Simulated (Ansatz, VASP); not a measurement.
**Cross-check of GaSb between VASP and Ansatz**

Wanted: the spread between two codes on one cell, functional and k mesh. The cell is taken from a series of runs on this material, whose earlier steps may have relaxed, scaled, displaced or heated it; both programs get it as it stands.

Method: plane waves, with VASP 6.6.1 beside it; zone-centre phonons at LDA, in Ansatz 0.2.0.

**1. Starting point**

It takes space group R3m (No. 160, trigonal). Conventional cell: a = 4.363 Å, b = 4.363 Å, c = 10.373 Å, α = 90.00°, β = 90.00°, γ = 120.00°. Nearest to Ga lie 4 Sb at 2.62 to 2.65 Å. Sb has 4 Ga at 2.62 to 2.65 Å nearest. Farther neighbours are not listed.

**2. Ansatz: zone-centre phonons, LDA**

Ansatz runs on its PAW soft_1 files.

Second derivatives magnify differences that forces hide, and they need a tight electronic threshold.

File input.yaml:

```yaml
crystal:
  lattice:
    - [-0.0603378545, 3.0245156049, 3.0245156049]
    - [3.0245156049, -0.0603378545, 3.0245156049]
    - [3.0245156049, 3.0245156049, -0.0603378545]
  atoms:
    - { symbol: Ga, position: [0.0015014084, 0.0015014084, 0.0015014084] }
    - { symbol: Sb, position: [0.7484985916, 0.7484985916, 0.7484985916] }
kpoints:
  mp_grid: { grid: [12, 12, 12] }
hamiltonian:
  xc: lda
  pseudopotentials: { kind: paw, azcp: { folder: soft_1 }, xc_functional: pbe }
scf:
  occupations: { method: methfessel_paxton, width: 0.2 }
output:
  eigenvalues: true
phonons:
  method: dfpt
```

Launch:

```bash
> ansatz run input.yaml --threads 4 --pin off --max-ram 10240MiB --backend cpu --events-out ev --progress --plain --runs-dir out
```

Numbers of over 12 decimals in the logs are rounded to 6 here.

What it wrote:

```text
Engine: ansatz 0.2.0, x86_64-unknown-linux-gnu
Pseudopotentials: kind: paw
Pseudopotential: Ga, paw, valence charge 13, recommended cutoff 420 eV (normal), soft_1/Ga.paw.azcp
Pseudopotential: Sb, paw, valence charge 15, recommended cutoff 420 eV (normal), soft_1/Sb.paw.azcp
Functional definition: SPW92
  exchange = slater_x
  correlation = pw_c
Crystal: 2 atoms, lattice volume = 56.990 Å³
Basis set: ecut = 420 eV, 1103 PW (Γ), exchange–correlation on 60×60×60 points (8 copies of the dense FFT grid, shifted against one another)
Bands: 18, of which v1, the nominal top of the filled ones, is band 14 counted from 1 (13 counted from 0)
Symmetry: 6 space group operations
k-points: 476 of 1728 (irreducible under 2 space group operations, time reversal used)
Non-local potential: Ga, projectors of the file, l = 0: 2, l = 1: 2, l = 2: 3, l = 3: 1
Non-local potential: Sb, projectors of the file, l = 0: 2, l = 1: 2, l = 2: 2, l = 3: 1
PAW form: soft (Blöchl's): semilocal exchange-correlation on the pseudo side does not see the compensation charge
PAW frozen core: Ga, regenerated for the run's functional, and the local potential with it (the file was generated under x = pbe(κ = 0.804, μ = 0.219515), c = pbe(β = 0.066725))
PAW frozen core: Sb, regenerated for the run's functional, and the local potential with it (the file was generated under x = pbe(κ = 0.804, μ = 0.219515), c = pbe(β = 0.066725))
PAW one-centre angular grid: Ga, 590 points (default); XC on 64 Gauss nodes
PAW one-centre angular grid: Sb, 590 points (default); XC on 64 Gauss nodes
Initial density: superposition of atomic densities (chi_scale 0.1, normalization cell, long waves kept (reshape's long-wave potential 0.00 eV rms))
Initial wavefunctions: pseudopotential atomic-orbital guess
Functional: x = slater, c = lda
SCF iter   1: F=—  HF=-10043.232823 eV  |F-HF|=—  |Δ(HF+E_count)|=         —  Δρ=3.06e-2  dr2=4.42e-1  ethr=3.10e-3  ⟨swp⟩=5.4  Hψ=43310  notcnv=0
preconditioner: auto → Kerker (q_TF=auto, 2.424 Å⁻¹)  [metal: Δε(μ)=0.114 eV  Ē_g=14.831 eV  σ=0.200 eV  W_gap=0.45  n_scr=14 (ndim 8)  ℏωp=20.9 eV  f_vac=0.007  D(μ)=0.05/eV (n_scr^D=0)]
SCF iter   2: F=—  HF=-10043.165985 eV  |F-HF|=—  |Δ(HF+E_count)|=   6.68e-2  S|Δr|=    0.00e0  Δρ=1.93e-2  dr2=2.06e-1  ethr=1.58e-3  ⟨swp⟩=1.0  Hψ=12383  notcnv=0
SCF iter   3: F=—  HF=-10043.107689 eV  |F-HF|=—  |Δ(HF+E_count)|=   5.83e-2  S|Δr|=    0.00e0  Δρ=3.46e-3  dr2=1.53e-2  ethr=7.34e-4  ⟨swp⟩=2.3  Hψ=10258  notcnv=0
SCF iter   4: F=—  HF=-10043.105962 eV  |F-HF|=—  |Δ(HF+E_count)|=   1.73e-3  S|Δr|=    0.00e0  Δρ=1.67e-3  dr2=3.62e-3  ethr=5.48e-5  ⟨swp⟩=2.0  Hψ=11578  notcnv=0
SCF iter   5: F=—  HF=-10043.106654 eV  |F-HF|=—  |Δ(HF+E_count)|=   6.92e-4  S|Δr|=    0.00e0  Δρ=1.66e-3  dr2=1.11e-3  ethr=1.29e-5  ⟨swp⟩=2.0  Hψ=12854  notcnv=0
SCF iter   6: F=—  HF=-10043.105427 eV  |F-HF|=—  |Δ(HF+E_count)|=   1.23e-3  S|Δr|=    0.00e0  Δρ=3.08e-4  dr2=3.36e-5  ethr=3.95e-6  ⟨swp⟩=2.0  Hψ=12806  notcnv=0
SCF iter   7: F=—  HF=-10043.105498 eV  |F-HF|=—  |Δ(HF+E_count)|=   7.09e-5  S|Δr|=    0.00e0  Δρ=1.04e-4  dr2=4.56e-6  ethr=1.20e-7  ⟨swp⟩=2.0  Hψ=12856  notcnv=0
SCF iter   8: F=—  HF=-10043.105499 eV  |F-HF|=—  |Δ(HF+E_count)|=   1.08e-6  S|Δr|=    0.00e0  Δρ=1.95e-5  dr2=1.33e-7  ethr=1.63e-8  ⟨swp⟩=2.3  Hψ=12875  notcnv=0
SCF iter   9: F=—  HF=-10043.105498 eV  |F-HF|=—  |Δ(HF+E_count)|=   6.01e-7  S|Δr|=    0.00e0  Δρ=6.25e-6  dr2=3.41e-8  ethr=4.74e-10  ⟨swp⟩=2.0  Hψ=12460  notcnv=0
SCF iter  10: F=—  HF=-10043.105498 eV  |F-HF|=—  |Δ(HF+E_count)|=   1.53e-8  S|Δr|=    0.00e0  Δρ=1.73e-6  dr2=3.63e-9  ethr=1.22e-10  ⟨swp⟩=2.3  Hψ=11797  notcnv=0
SCF iter  11: F=—  HF=-10043.105498 eV  |F-HF|=—  |Δ(HF+E_count)|=  4.15e-10  S|Δr|=    0.00e0  Δρ=6.52e-7  dr2=4.06e-10  ethr=1.30e-11  ⟨swp⟩=2.9  Hψ=15508  notcnv=0
SCF iter  12: F=—  HF=-10043.105498 eV  |F-HF|=—  |Δ(HF+E_count)|=  8.73e-11  S|Δr|=    0.00e0  Δρ=2.19e-7  dr2=3.89e-11  ethr=1.45e-12  ⟨swp⟩=2.0  Hψ=14974  notcnv=0
SCF iter  13: F=-10043.105498 eV  HF=-10043.105498 eV  |F-HF|=3.64e-12  |Δ(HF+E_count)|=  7.28e-12  S|Δr|=    0.00e0  Δρ=6.02e-8  dr2=2.36e-12  ethr=1.00e-12  ⟨swp⟩=6.0  Hψ=39047  notcnv=0
SCF 1 converged in 13 iterations: F = -10043.105498 eV  dr2 = 2.36e-12
  greatest PAW one-centre occupation: 0.996 electrons in one spin orbital (limit 2), on the Sb atom at site 1 (counted from 0), in its partial waves of l = 2
DFPT response loops at Γ: preconditioner auto → Kerker (q_TF=auto, 2.424 Å⁻¹) (partly filled bands, converged f_vac=0.076); β = 1.00, the filter's whole step (`scf.mixing.beta` (0.50) is not read by the response loops under this deck's `scf.mixing.preconditioner`; to damp them name `kerker` or `kerker_dos`, under which they read `scf.mixing.beta`, and type it under 1.00, their step now; both keys bind the ground state too); Broyden in place of MSR1
SCF converged after 13 iterations
Stability not checked: this state was not tested for a lower state beside it, because cold or Methfessel-Paxton smearing, or corrected tetrahedra, fill the levels in a way that the test cannot read (fill_not_monotonic; see scf.lower_state_search)
Free energy (F): -10043.105498 eV
Harris-Foulkes:  -10043.105498 eV  (|F-HF|=3.64e-12)
Internal energy: -10043.105773 eV  (E = F + TS)
E sigma→0 (E₀):  -10043.105567 eV
Entropy (-TS):   0.000274 eV (0.137 meV/atom)
Fermi energy:    7.608969 eV
Step filling:    the computed levels leave a gap of 0.0357 eV = 0.2 smearing widths at the electron count; against every level under it full and every level over it empty, smearing changes F+E_penalty+E_count by +0.050 meV and its σ→0 estimate by -0.018 meV
--- Per-component energies (eV) ---
  E_band       = -265.894277
  E_kinetic    = 276.972289
  E_local      = -3381.670857  (includes V_loc(G=0)·N_el)
  E_nonlocal   = 302.649974
  E_hartree    = 1726.859651
  E_xc         = -161.207849
  E_vxc        = -147.200497  (∫ρ·V_xc dr)
  E_paw        = -6311.150523  (= ΣΔE_a)
  E_vpaw       = -770.364387  (= ΣTr[D̂ρ^β])
  E_aug_tail   = -0.000091  (compensation charges beyond the density's cutoff)
  E_ewald      = -2497.845659
  E_core_change = 2.287292  (= ΣΔE_core)
  E_smearing   = 0.000274  (= −TS)
  E_closure    = 0.000000  (closes the sum)
  Σ components = -10043.105498   (vs F -10043.105498, Δ=0.00e0)
--- Band table (eV; the first three rows and the last of 476) ---
  k-point 0: bands = [... 10 lower, -4.0101, 7.3680, 7.4837, 7.4837, 7.7239, 10.2530, 10.2530, 10.5259]
  k-point 1: bands = [... 10 lower, -3.9396, 6.1200, 7.3676, 7.5507, 8.3610, 10.4207, 10.5051, 10.6784]
  k-point 2: bands = [... 10 lower, -3.7327, 4.7337, 7.1042, 7.2664, 8.5174, 10.7980, 10.9609, 11.4539]
  k-point 475: bands = [... 10 lower, -2.2753, 1.1782, 6.2684, 6.2684, 7.5864, 11.1886, 11.1886, 13.7391]
--- Phonons (Γ-DFPT): 2 representative perturbations + reference, on 476 of 1728 k-points (Σ response iterations 6) ---
  k mesh reduced under 2 symmetry operations, with k and −k counted as one. Each operation leaves every solved perturbation unchanged. A smaller set is not used because it would not reduce the number of displacements times k-points to solve
  ASR residual: 3.222e-5 → 0.000e0 eV/Å²; symmetrization residual: 1.491e-6 eV/Å²
  ASR residual per site (eV/Å²): 3.22e-5 3.68e-6
  Γ frequencies (cm⁻¹): 0.00 0.00 0.00 213.33 213.33 217.67
  non-analytic LO–TO correction: not included (Born effective charges unavailable; polar crystals: no LO–TO splitting at Γ)
```

**3. VASP: zone-centre phonons, LDA**

The same cell, functional (in two slightly different forms), mesh and smearing now go to VASP, with its own data sets.

Lines of VASP's logs that name or quote its potential files are left out, and so is its time.

File INCAR:

```
SYSTEM = GaSb
PREC = Accurate
ENCUT = 500
EDIFF = 1E-08
NELM = 120
ISMEAR = 1
SIGMA = 0.2
LREAL = .FALSE.
ALGO = Normal
GGA = CA
NBANDS = 15
LORBIT = 11
LWAVE = .FALSE.
LCHARG = .FALSE.
ISIF = 2
IBRION = 8
LASPH = .TRUE.
GGA_COMPAT = .FALSE.
KPAR = 2
```

File POSCAR:

```
GaSb
1.0
   -0.0603378545      3.0245156049      3.0245156049
    3.0245156049     -0.0603378545      3.0245156049
    3.0245156049      3.0245156049     -0.0603378545
Ga Sb
1 1
Direct
    0.0015014084      0.0015014084      0.0015014084
    0.7484985916      0.7484985916      0.7484985916
```

File KPOINTS:

```
Automatic mesh
0
Gamma
12 12 12
0 0 0
```

Potentials, in the order of the species: Ga_d and Sb (LDA family, release 64).

Launch:

```bash
> mpirun -np 2 vasp_std
```

What it wrote:

```text
[banner, memory and clock lines left out]
running    2 mpi-ranks, on    1 nodes
 distrk:  each k-point on    1 cores,    2 groups
 distr:  one band on    1 cores,    1 groups

 POSCAR found type information on POSCAR GaSb
 POSCAR found :  2 types and       2 ions
 LDA part: xc-table for (Slater(with rela. corr.)+CA(PZ))
 , standard interpolation
 POSCAR, INCAR and KPOINTS ok, starting setup
 FFT: planning ... GRIDC
 FFT: planning ... GRID_SOFT
 FFT: planning ... GRID
 WAVECAR not read
 entering main loop
       N       E                     dE             d eps       ncg     rms          rms(c)
DAV:   1     0.806325180977E+02    0.80633E+02   -0.84944E+03  5766   0.143E+03
DAV:   2    -0.248170897937E+01   -0.83114E+02   -0.80319E+02  6664   0.299E+02
DAV:   3    -0.866789581982E+01   -0.61862E+01   -0.61613E+01  6797   0.677E+01
DAV:   4    -0.877792460052E+01   -0.11003E+00   -0.11001E+00  6990   0.102E+01
DAV:   5    -0.878061490636E+01   -0.26903E-02   -0.26903E-02  7389   0.139E+00    0.330E+00
DAV:   6    -0.869408307215E+01    0.86532E-01   -0.74860E-02  8261   0.440E+00    0.191E+00
DAV:   7    -0.865952024799E+01    0.34563E-01   -0.50007E-02  6713   0.178E+00    0.294E-01
DAV:   8    -0.865920240226E+01    0.31785E-03   -0.47308E-03  7144   0.836E-01    0.936E-02
DAV:   9    -0.865927876974E+01   -0.76367E-04   -0.34753E-04  7001   0.168E-01    0.364E-02
DAV:  10    -0.865927288320E+01    0.58865E-05   -0.19114E-05  7304   0.381E-02    0.121E-02
DAV:  11    -0.865927559386E+01   -0.27107E-05   -0.41818E-06  6559   0.188E-02    0.477E-03
DAV:  12    -0.865927558153E+01    0.12335E-07   -0.20323E-07  7183   0.356E-03    0.116E-03
DAV:  13    -0.865927559043E+01   -0.88962E-08   -0.20920E-08  6880   0.128E-03
   1 F= -.86592756E+01 E0= -.86593652E+01  d E =0.268789E-03
 Linear response reoptimize wavefunctions to high precision
DAV:   1    -0.865927559037E+01    0.56389E-10   -0.10421E-09  5700   0.396E-04
DAV:   2    -0.865927559038E+01   -0.11823E-10   -0.16423E-10  4151   0.111E-04
 Linear response DOF=           2
 Linear response progress:
  Degree of freedom:   1/  2
       N       E                     dE             d eps       ncg     rms          rms(c)
RMM:   1    -0.168096493517E+00   -0.16810E+00    0.92073E-02 17739   0.843E+00
RMM:   2    -0.166736710948E+00    0.13598E-02   -0.27243E-02 26670   0.136E+00    0.397E-02
RMM:   3    -0.166860193663E+00   -0.12348E-03   -0.36587E-03 27637   0.455E-01    0.253E-02
RMM:   4    -0.166818617908E+00    0.41576E-04   -0.17923E-03 30465   0.224E-01    0.147E-02
RMM:   5    -0.166841173341E+00   -0.22555E-04   -0.81752E-05 29391   0.561E-02    0.470E-03
RMM:   6    -0.166841159262E+00    0.14079E-07   -0.16147E-05 29769   0.243E-02    0.791E-04
RMM:   7    -0.166832419186E+00    0.87401E-05   -0.59836E-06 29129   0.107E-02    0.557E-04
RMM:   8    -0.166833543629E+00   -0.11244E-05   -0.53479E-07 28685   0.506E-03    0.295E-04
RMM:   9    -0.166836194321E+00   -0.26507E-05   -0.75627E-07 29550   0.240E-03    0.512E-05
RMM:  10    -0.166836128438E+00    0.65883E-07    0.83432E-08 28867   0.114E-03    0.403E-05
RMM:  11    -0.166836343712E+00   -0.21527E-06   -0.43416E-08 30009   0.569E-04    0.229E-05
RMM:  12    -0.166836534151E+00   -0.19044E-06    0.22751E-08 29619   0.294E-04    0.101E-05
RMM:  13    -0.166836590151E+00   -0.55999E-07    0.15024E-08 29972   0.156E-04    0.257E-06
RMM:  14    -0.166836596341E+00   -0.61902E-08   -0.15529E-08 29964   0.900E-05    0.308E-06
 first order change of Fermi-energy   0.66427E+00
 force on displaced ion       1 direction 1 :  -7.659  -0.096  -0.096
 Linear response progress:
  Degree of freedom:   2/  2
       N       E                     dE             d eps       ncg     rms          rms(c)
RMM:   1    -0.293008671372E-01   -0.29301E-01    0.30223E-03 28622   0.137E+00
RMM:   2    -0.265822897677E-01    0.27186E-02   -0.35284E-03 26236   0.381E-01    0.664E-02
RMM:   3    -0.265153997677E-01    0.66890E-04   -0.20406E-04 29083   0.103E-01    0.355E-02
RMM:   4    -0.265328244931E-01   -0.17425E-04   -0.35370E-05 28990   0.440E-02    0.449E-03
RMM:   5    -0.265382951930E-01   -0.54707E-05   -0.45325E-06 30257   0.153E-02    0.285E-03
RMM:   6    -0.265314172797E-01    0.68779E-05   -0.98215E-07 28889   0.490E-03    0.675E-04
RMM:   7    -0.265305066299E-01    0.91065E-06   -0.12699E-07 29907   0.152E-03    0.286E-04
RMM:   8    -0.265301967292E-01    0.30990E-06   -0.29025E-08 28637   0.577E-04    0.920E-05
RMM:   9    -0.265301434727E-01    0.53256E-07    0.33806E-09 29919   0.220E-04    0.352E-05
RMM:  10    -0.265301684311E-01   -0.24958E-07    0.79620E-10 28437   0.862E-05    0.405E-06
RMM:  11    -0.265301604788E-01    0.79523E-08    0.11446E-09 29528   0.349E-05    0.304E-06
 first order change of Fermi-energy  -0.66393E+00
 force on displaced ion       2 direction 1 :  -7.663  -0.101  -0.101
 Linear response finished
```

Parts of OUTCAR (step 3):

```text
ion  position               nearest neighbor table
   1  0.002  0.002  0.002-   2 2.62   2 2.65   2 2.65   2 2.65
   2  0.748  0.748  0.748-   1 2.62   1 2.65   1 2.65   1 2.65

  LATTYP: Found a trigonal (rhomboedric) cell.
 ALAT       =     4.2777365446
 COS(alpha) =     0.4799548996

 Subroutine GETGRP returns: Found  6 space group operations
 (whereof  6 operations were pure point group operations)

The static configuration has the point symmetry C_3v.

 Found    189 irreducible k-points:

   k-points           NKPTS =    189   k-points in BZ     NKDIM =    189   number of bands    NBANDS=     15

   dimension x,y,z NGX =    32 NGY =   32 NGZ =   32
   dimension x,y,z NGXF=    64 NGYF=   64 NGZF=   64

   ENCUT  =  500.0 eV  36.75 Ry    6.06 a.u.   7.80  7.80  7.80*2*pi/ulx,y,z

   NELECT =      18.0000    total number of electrons

 k-points in reciprocal lattice and weights: Automatic mesh
   0.00000000  0.00000000  0.00000000       0.001
   0.08333333  0.00000000  0.00000000       0.003
   0.16666667  0.00000000 -0.00000000       0.003
   0.25000000  0.00000000  0.00000000       0.003
   0.33333333  0.00000000  0.00000000       0.003
   0.41666667  0.00000000  0.00000000       0.003
   0.50000000  0.00000000  0.00000000       0.002
   0.08333333  0.08333333  0.00000000       0.003
   0.16666667  0.08333333 -0.00000000       0.007
[...]
-0.41666667  0.50000000  0.41666667       0.003
   0.50000000  0.50000000  0.50000000       0.001

 average (electrostatic) potential at core
       1 -66.8397       2 -88.6227

  Total       -0.4757172     -0.4757172     -0.4757172      0.2706621      0.2706621      0.2706621
  in kB      -13.3739061    -13.3739061    -13.3739061      7.6091617      7.6091617      7.6091617
  external PRESSURE =     -13.3739061 kB  Pullay stress =       0.0000000 kB

  energy-cutoff  :      500.00
  volume of cell :       56.99
      direct lattice vectors                 reciprocal lattice vectors
    -0.060337855  3.024515605  3.024515605    -0.160449227  0.163715280  0.163715280
     3.024515605 -0.060337855  3.024515605     0.163715280 -0.160449227  0.163715280
     3.024515605  3.024515605 -0.060337855     0.163715280  0.163715280 -0.160449227

 POSITION                                       TOTAL-FORCE (eV/Angst)
 -----------------------------------------------------------------------------------
      0.00899      0.00899      0.00899         0.001294      0.001294      0.001294
      4.48253      4.48253      4.48253        -0.001294     -0.001294     -0.001294
 -----------------------------------------------------------------------------------
    total drift:                                0.000065      0.000065      0.000065

 Eigenvectors and eigenvalues of the dynamical matrix
 ----------------------------------------------------

   1 f  =    6.580963 THz    41.349410 2PiTHz  219.517299 cm-1    27.216664 meV
             X         Y         Z           dx          dy          dz
      0.008991  0.008991  0.008991     0.460241    0.460241    0.460241
      4.482529  4.482529  4.482529    -0.348586   -0.348586   -0.348586

   2 f  =    6.456729 THz    40.568823 2PiTHz  215.373287 cm-1    26.702872 meV
             X         Y         Z           dx          dy          dz
      0.008991  0.008991  0.008991     0.563852   -0.563852    0.000000
      4.482529  4.482529  4.482529    -0.426698    0.426698   -0.000000

   3 f  =    6.456729 THz    40.568823 2PiTHz  215.373287 cm-1    26.702872 meV
             X         Y         Z           dx          dy          dz
      0.008991  0.008991  0.008991     0.325540    0.325540   -0.651080
      4.482529  4.482529  4.482529    -0.246354   -0.246354    0.492708

   4 f/i=    0.000013 THz     0.000080 2PiTHz    0.000427 cm-1     0.000053 meV
             X         Y         Z           dx          dy          dz
      0.008991  0.008991  0.008991    -0.488841    0.297776    0.191065
      4.482529  4.482529  4.482529    -0.645970    0.393491    0.252479

   5 f/i=    0.000013 THz     0.000080 2PiTHz    0.000427 cm-1     0.000053 meV
             X         Y         Z           dx          dy          dz
      0.008991  0.008991  0.008991     0.061610    0.392544   -0.454154
      4.482529  4.482529  4.482529     0.081413    0.518720   -0.600133

   6 f/i=    0.002705 THz     0.016996 2PiTHz    0.090231 cm-1     0.011187 meV
             X         Y         Z           dx          dy          dz
      0.008991  0.008991  0.008991    -0.348586   -0.348586   -0.348586
      4.482529  4.482529  4.482529    -0.460241   -0.460241   -0.460241

 ELASTIC MODULI CONTR FROM IONIC RELAXATION (kBar)
 Direction    XX          YY          ZZ          XY          YZ          ZX
 --------------------------------------------------------------------------------
 XX          -1.0359     -0.9959     -0.9959     -7.1579     -9.5531     -7.4218
 YY          -0.9959     -1.0359     -0.9959     -7.4218     -7.1579     -9.5531
 ZZ          -0.9959     -0.9959     -1.0359     -9.5531     -7.4218     -7.1579
 XY          -7.1579     -7.4218     -9.5531   -150.3780    -20.9864    -20.9864
 YZ          -9.5531     -7.1579     -7.4218    -20.9864   -150.3780    -20.9864
 ZX          -7.4218     -9.5531     -7.1579    -20.9864    -20.9864   -150.3780
 --------------------------------------------------------------------------------
```

**4. Side by side**

Known differences besides the potentials themselves: the two LDA forms differ slightly; the data sets hold 28 valence electrons in Ansatz (on its PAW soft_1 files) and 18 in VASP; the cutoff is 420 eV in Ansatz and 500 eV in VASP; VASP's log shows a relativistic correction to its local exchange, Ansatz's none. Total energies have different zeros and are not compared.

Compared:

```
                  quantity  Ansatz   VASP  difference
optical mode 1 to 2 (cm⁻¹)   213.3  215.4     -0.95 %
     optical mode 3 (cm⁻¹)   217.7  219.5     -0.84 %
```

Modes are paired by rising frequency, not by their patterns, so a pair may set unlike modes beside each other; they are those without the splitting of longitudinal modes.

**5. Summary of results**

```yaml
r_m_s_difference_of_the_optical_zone_centre_modes_each_program_s_sorted_by_frequency_zone_centre_phonons_lda: 2.0 cm⁻¹
difference_in_optical_mode_1_to_2_zone_centre_phonons_lda: -0.9 %
```

**Reading.** The r.m.s. difference of the optical zone-centre modes, each program's sorted by frequency is 2.0 cm⁻¹ (zone-centre phonons, LDA). The data sets hold unlike numbers of valence electrons (28 in Ansatz and 18 in VASP), so part of the differences comes from the potentials. Among the rows given in per cent, the largest difference of the zone-centre phonons, LDA pair is in optical mode 1 to 2, -0.9 %. How closely two codes agree says nothing of how well the functional describes the real material.

[Lines on the potential files, build, host, timing and source positions are cut from VASP's logs without a mark.]

[Logs are printed without paths, hosts, clocks, repeated set-up lines and the standing remarks that a program may print on its own settings, such as how far it seeks lower states.]

[Hosts, paths, dates, database ids (printed as entryN), source tags and the programs' standing remarks are cut or masked in the printed files.]
